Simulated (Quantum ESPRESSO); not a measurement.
# RbBr (Fm-3m): a worked LO-TO splitting

Wanted: the LO mode of RbBr (Fm-3m) from the TO mode and the field response.

Method: DFT LDA, scalar-relativistic, plane waves, PseudoDojo norm-conserving pseudopotentials, in Quantum ESPRESSO 7.5.

The database entry behind the starting cell differs from later determinations by our own check (about 0.5 % short), so it need not match the best structure at ambient conditions.

## (1) The relaxed structure

It takes space group Fm-3m (No. 225, cubic). The conventional cell has a = 6.667 Å, b = 6.667 Å, c = 6.667 Å, α = 90.00°, β = 90.00°, γ = 90.00°. Rb has 6 Br at 3.33 Å nearest. Nearest to Br lie 6 Rb at 3.33 Å. Farther neighbours and most contacts between anions are not listed.

Coordinates:

```cif
data_structure
_symmetry_space_group_name_H-M 'P 1'
_symmetry_Int_Tables_number 1
_cell_length_a 4.7142
_cell_length_b 4.7142
_cell_length_c 4.7142
_cell_angle_alpha 60.000
_cell_angle_beta 60.000
_cell_angle_gamma 60.000
_cell_volume 74.08
loop_
_atom_site_label
_atom_site_type_symbol
_atom_site_fract_x
_atom_site_fract_y
_atom_site_fract_z
_atom_site_occupancy
Rb1 Rb 0.00000 0.00000 0.00000 1
Br2 Br 0.50000 0.50000 0.50000 1
```

This is the cell after its relaxation at this level of theory, not the database cell from which that began.

## (2) What the response run gave

A linear-response run on the relaxed cell, with the response to an electric field; only its zone-centre results are used. Cutoff 44 Ry, k mesh 6×6×6.

Log:

```text
[banners, grids, parts of the stress and lines that vanish by symmetry left out]
Program PHONON v.7.5
     Reading xml data from directory:

[...]
Exchange-correlation= PW
                           (   1   4   0   0   0   0   0)
[...]
kinetic-energy cut-off    =      44.0000  Ry
     charge density cut-off    =     176.0000  Ry
     convergence threshold     =      1.0E-18
[...]
Exchange-correlation= PW
                           (   1   4   0   0   0   0   0)
[...]
q = (   0.0000000   0.0000000   0.0000000 )
     49 Sym.Ops. (with q -> -q+G )
     G cutoff =  353.8052  (  19747 G-vectors)     FFT grid: ( 40, 40, 40)
     number of k points=    16
[...]
Mode symmetry, O_h (m-3m)  point group:
[...]
Dielectric constant
[...]
End of electric fields calculation
          Dielectric constant in cartesian axis
          (       2.735011783      -0.000000000      -0.000000000 )
          (      -0.000000000       2.735011783      -0.000000000 )
          (      -0.000000000      -0.000000000       2.735011783 )
          Effective charges (d Force / dE) in cartesian axis without acoustic sum rule applied (asr)
           atom    1  Rb    Mean Z*:        1.14168
      Ex  (        1.14168       -0.00000       -0.00000 )
      Ey  (        0.00000        1.14168       -0.00000 )
      Ez  (       -0.00000       -0.00000        1.14168 )
           atom    2  Br    Mean Z*:       -1.14351
      Ex  (       -1.14351        0.00000        0.00000 )
      Ey  (        0.00000       -1.14351       -0.00000 )
      Ez  (        0.00000       -0.00000       -1.14351 )
          Effective charges Sum: Mean:       -0.00182
[...]
Effective charges (d Force / dE) in cartesian axis with asr applied:
           atom    1  Rb    Mean Z*:        1.14259
[...]
atom    2  Br    Mean Z*:       -1.14259
[...]
Representation #   1 modes #   1   2   3
[...]
End of self-consistent calculation
     Convergence has been achieved
     Representation #   2 modes #   4   5   6
[...]
End of self-consistent calculation
     Convergence has been achieved
[...]
Dielectric constant in cartesian axis
          (       2.735011783      -0.000000000      -0.000000000 )
          (      -0.000000000       2.735011783      -0.000000000 )
          (      -0.000000000      -0.000000000       2.735011783 )
          Effective charges (d Force / dE) in cartesian axis without acoustic sum rule applied (asr)
           atom    1  Rb    Mean Z*:        1.14168
      Ex  (        1.14168       -0.00000       -0.00000 )
      Ey  (        0.00000        1.14168       -0.00000 )
      Ez  (       -0.00000       -0.00000        1.14168 )
           atom    2  Br    Mean Z*:       -1.14351
      Ex  (       -1.14351        0.00000        0.00000 )
      Ey  (        0.00000       -1.14351       -0.00000 )
      Ez  (        0.00000       -0.00000       -1.14351 )
          Effective charges Sum: Mean:       -0.00182
[...]
Effective charges (d Force / dE) in cartesian axis with asr applied:
           atom    1  Rb    Mean Z*:        1.14259
[...]
atom    2  Br    Mean Z*:       -1.14259
[...]
q = (    0.000000000   0.000000000   0.000000000 )
[...]
freq (    1) =      -0.010907 [THz] =      -0.363831 [cm-1]
     freq (    2) =      -0.010907 [THz] =      -0.363831 [cm-1]
     freq (    3) =      -0.010907 [THz] =      -0.363831 [cm-1]
     freq (    4) =       2.983772 [THz] =      99.527915 [cm-1]
     freq (    5) =       2.983772 [THz] =      99.527915 [cm-1]
     freq (    6) =       2.983772 [THz] =      99.527915 [cm-1]
[...]
Mode symmetry, O_h (m-3m)  point group:
     freq (   1-   3) =         -0.4  [cm-1]   --> T_1u G_15  G_4- I
     freq (   4-   6) =         99.5  [cm-1]   --> T_1u G_15  G_4- I

   JOB DONE.
```

```csv
quantity,value
cell volume Ω (Å³),74.081
mass of Rb (u),85.468
mass of Br (u),79.904
"Born charge of Rb, raw (e)",1.142
"Born charge of Br, raw (e)",-1.143
ε∞,2.735
ω(TO) after the sum rule (cm⁻¹),99.5
```

## (3) The calculation

The charges must sum to zero over the cell; taking off their mean, -0.001 e, leaves Z* = 1.143 e on Rb. In the polar mode Rb moves against Br, so the reduced mass is μ = 85.47 × 79.90 / 165.37 = 41.296 u.

A longitudinal wave builds up a field that adds to the restoring force: ω(LO)² = ω(TO)² + 4π Z*² / (μ Ω ε∞), in Hartree atomic units. With μ = 75278 electron masses and Ω = 499.92 bohr³ the second term is 1.5939e-07 Ha², or 7678 cm⁻² (1 Ha = 219474.6 cm⁻¹).

So ω(LO) = √(9906 + 7678) = 132.6 cm⁻¹, and by the Lyddane-Sachs-Teller relation ε₀ = ε∞ (ω(LO)/ω(TO))² = 4.85.

## (4) Check against the program

The analysis program adds the same non-analytic term to the full matrix, here for q along (1 0 0).

Log:

```text
[banner, memory and clock lines left out]
Program DYNMAT v.7.5

     Reading Dynamical Matrix from file g.dyn
     ...Force constants read
     ...epsilon and Z* read

     Polarizability (A^3 units)
     multiply by 0.633578 for Clausius-Mossotti correction
        10.228170   -0.000000   -0.000000
        -0.000000   10.228170   -0.000000
        -0.000000   -0.000000   10.228170

     IR activities are in (D/A)^2/amu units

# mode   [cm-1]    [THz]      IR
    1      0.00    0.0000    0.0000
    2      0.00    0.0000    0.0000
    3      0.00    0.0000    0.0000
    4     99.53    2.9838    0.7294
    5     99.53    2.9838    0.7294
    6    132.60    3.9753    0.7294
```

ε₀ comes from the program's run without a direction of q.

```csv
quantity,by hand,program
ω(LO) (cm⁻¹),132.6,132.6
ε₀,4.85,4.85
```

## (5) Results

```
TO mode                    : 99.53 cm⁻¹
LO mode                    : 132.6 cm⁻¹
static dielectric constant : 4.855
```

In words: The LO mode of RbBr (Fm-3m) lies at 133 cm⁻¹, 33 cm⁻¹ above the TO mode; the formula meets the program within 0.1 cm⁻¹, as it must for a cubic crystal with one polar mode. ω(LO)² − ω(TO)² goes with Z*²/ε∞: an error of 5 % in ε∞ would move the LO mode by 1.4 cm⁻¹, and semilocal functionals tend to overestimate ε∞. These are harmonic values at zero temperature, at the volume of this functional, for the structure held cubic; stability elsewhere in the zone is no part of this calculation.

[Host names and launcher messages were left out of these logs when they were recorded.]

[Logs are printed without paths, hosts, clocks, repeated set-up lines and the standing remarks that a program may print on its own settings, such as how far it seeks lower states.]

[Hosts, paths, dates, database ids (printed as entryN), source tags and the programs' standing remarks are cut or masked in the printed files.]
